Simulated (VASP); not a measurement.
Runs of VASP 6.6.1 on MoSe2. The structure is hexagonal, space group P6_3/mmc (No. 194). Conventional cell: a = 3.288 Å, b = 3.288 Å, c = 12.900 Å, α = 90.00°, β = 90.00°, γ = 120.00°. Mo (site symmetry -6m2) is surrounded by 6 Se at 2.49 Å. Se (site symmetry 3m) is surrounded by 3 Mo at 2.49 Å. 

| task | potentials or basis | cell | cutoff (eV) | smearing | gap on the mesh (eV) | pressure (GPa) | relaxed volume (Å³/atom) | largest force (eV/Å) |
| --- | --- | --- | --- | --- | --- | --- | --- | --- |
| single point | VASP PAW PBE potentials, release 64 (Mo_sv, Se) | as given | 520 | gaussian 0.015 eV | 0.88 | 8.3 | - | 1.15 |
| band structure | VASP PAW PBE potentials, release 54 (Mo_sv, Se) | as given | 520 | fermi-dirac 0.05 eV | 0.88 | 8.3 | - | 1.15 |
| relaxation of cell and atoms | VASP PAW PBE potentials, release 54 (Mo, Se) | relaxed | 580 | fermi-dirac 0.05 eV | (b) | 0.0 | 23.61 | - |
| relaxation of cell and atoms | VASP PAW PBE potentials, release 54 (Mo_sv, Se) | relaxed | 600 | fermi-dirac 0.05 eV | 1.38 | 0.0 | 23.29 | 0.01 |
| band structure | VASP PAW PBE potentials, release 54 (Mo, Se) | as given | 500 | fermi-dirac 0.05 eV | (a) | - | - | - |

Alike in all rows: level PBE; no spin polarisation; k mesh 9 × 9 × 2.

Question: Estimate the missing entries.

Answer: (a) 0.89; (b) 1.42.

Caveats: an odd mesh through Γ misses points on the zone boundary, where band edges often lie (some runs); the cell's inner coordinates are idealised or old, which leaves forces on the atoms (some runs); this functional lacks dispersion, which binds the layers, so the pressure and a relaxed spacing across them are unreliable (some runs); the volume moved by over 15 % at a fixed basis, so the end points are rough (some runs); this functional lacks dispersion, which binds the layers, so the pressure and a relaxed spacing across them are unreliable, and here the layers came unbound (some runs); the volume moved by +17 % from the deposited cell, more than functionals usually miss (some runs); the volume moved by +16 % from the deposited cell, more than functionals usually miss (some runs).

A k mesh can miss the band edges, and the runs leave out spin-orbit coupling on Mo, Se.

The runs don't all hold the same shells in valence.
